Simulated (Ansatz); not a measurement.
Starting cell, LaAlO3 (cubic perovskite):

```
CELL_PARAMETERS angstrom
      3.81241     0.00000     0.00000
      0.00000     3.81241     0.00000
      0.00000     0.00000     3.81241
ATOMIC_POSITIONS crystal
  La 0.00000 0.00000 0.00000
  Al 0.50000 0.50000 0.50000
  O  0.00000 0.50000 0.50000
  O  0.50000 0.50000 0.00000
  O  0.50000 0.00000 0.50000
```

In each cell atom 3 (O, nearest neighbour Al at 1.906 Å; its periodic images, 3.8 Å or more away, move with it) moves by s·(1.000, 0.000, 0.000) (along Cartesian x), the rest being held.

Method: PBE (plane waves to 420 eV, PAW, scalar-relativistic; Ansatz, a quantum-chemistry and plane-wave program). k mesh 7×7×7 (Γ-centred), Fermi-Dirac smearing 0.05 eV. E stands for the smeared free energy. LaAlO3 is run without spin polarisation. LaAlO3 was relaxed with its symmetry unable to fall. This is a high-temperature form of LaAlO3. ΔE is measured from the undisplaced structure.

| s (Å) | ΔE (meV/cell) |
|---|---|
| -0.380 | 1866 |
| -0.304 | 1078 |
| -0.228 | 558 |
| -0.152 | 234 |
| -0.076 | 56 |
| 0.000 | 0 |
| 0.076 | 56 |
| 0.152 | 234 |
| 0.228 | 558 |
| 0.304 | 1078 |
| 0.380 | 1866 |

### Question
What force constant k = d²E/ds² at s = 0 does the table give?

### Answer
19 eV/Å². It is the second difference of the nearest points, corrected with the next pair.

### Question
With k = 19.25 eV/Å² from the forces, is the well harmonic out to s = 0.380 Å?

### Answer
½ks² = 1390 meV/cell against the computed 1866 meV/cell, so the well is stiffer than harmonic there.

(A displaced cell: forces are minus the slopes of the energy, force constants its curvatures, and phonons follow from these.)
